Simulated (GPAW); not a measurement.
# Calculated records

## TiO2 (C2/m): G0W0 with GPAW, start to end

Symmetry: C2/m, No. 12, monoclinic system. The conventional cell has a = 12.307 Å, b = 3.767 Å, c = 6.616 Å, α = 90.00°, β = 106.95°, γ = 90.00°. Ti has 5 O at 1.78 to 2.03 Å nearest. Nearest to Ti lie 6 O at 1.86 to 2.16 Å. O has 3 Ti at 1.86 to 2.16 Å nearest. Nearest to O lie 3 Ti at 1.94 to 2.03 Å. Nearest to O lie 2 Ti at 1.78 to 1.87 Å. O has 3 Ti at 1.96 to 2.16 Å nearest. Farther neighbours and most contacts between anions are not listed.

```xyz
12
Lattice="6.1536 -1.8835 0.0000 6.1536 1.8835 0.0000 -1.9283 0.0000 6.3290" Properties=species:S:1:pos:R:3 pbc="T T T"
Ti    8.5226    0.0000    4.5330
Ti   -0.1400    0.0000    4.4961
Ti    1.8562    0.0000    1.7959
Ti   10.5189    0.0000    1.8329
O     0.0047    0.0000    2.3416
O     6.4903    0.0000    4.4721
O     1.6255    0.0000    0.0298
O    10.3741    0.0000    3.9874
O     8.3943    0.0000    2.1993
O     8.7534    0.0000    6.2992
O     1.9846    0.0000    4.1297
O     3.8886    0.0000    1.8569
```

| Quantity | Value |
| --- | --- |
| method | DFT, LDA, plane waves, PAW (and 1 further level or step) |
| program | GPAW 26.7.0 |
| settings of one run | cutoff 600 eV, GPAW PAW setups 1.2.1 data release, 4×4×2 k-mesh, nbands 184 |
| cost | 4 runs, 18 min in all on 4 MPI ranks of Arm Neoverse V2, shared host (the runs of this entry) |
| notes | The cell and positions are those that the Materials Project relaxed with its own functionals (PBE, PBE+U or r2SCAN), kept fixed. This is not the form that TiO2 usually takes at ambient conditions. Bands and cutoff are finite, so the gap is not at the basis limit. The miss can reach some tenths of an eV and take either sign; the mesh is an error of its own. The 4×4×2 mesh is coarse for this cell, which bears on the long-range parts of exchange and screening. |
| LDA gap | 2.66 eV, indirect |
| G0W0 gap on the mesh | 4.78 eV |
| GW settings | 4×4×2 mesh, 174 bands, screening to 65 eV, Godby-Needs plasmon pole |
| known limits | not at the basis limit; coarse k mesh |

G0W0 moves the gap on the mesh from 2.68 eV to 4.78 eV (+2.11 eV), with Z of 0.76 and 0.77 at the edges. Only 2 of the mesh's irreducible points were corrected, so a valley elsewhere could overtake.

[Paths, hosts, dates, memory and timing lines, banners, echoed tables and standing remarks are left out of the program output.]

[Logs are printed without paths, hosts, clocks, repeated set-up lines and the standing remarks that a program may print on its own settings, such as how far it seeks lower states.]

[Runs of the session that timed out or met a known fault of the program may be left out.]

[Hosts, paths, dates, database ids (printed as entryN), source tags and the programs' standing remarks are cut or masked in the printed files.]
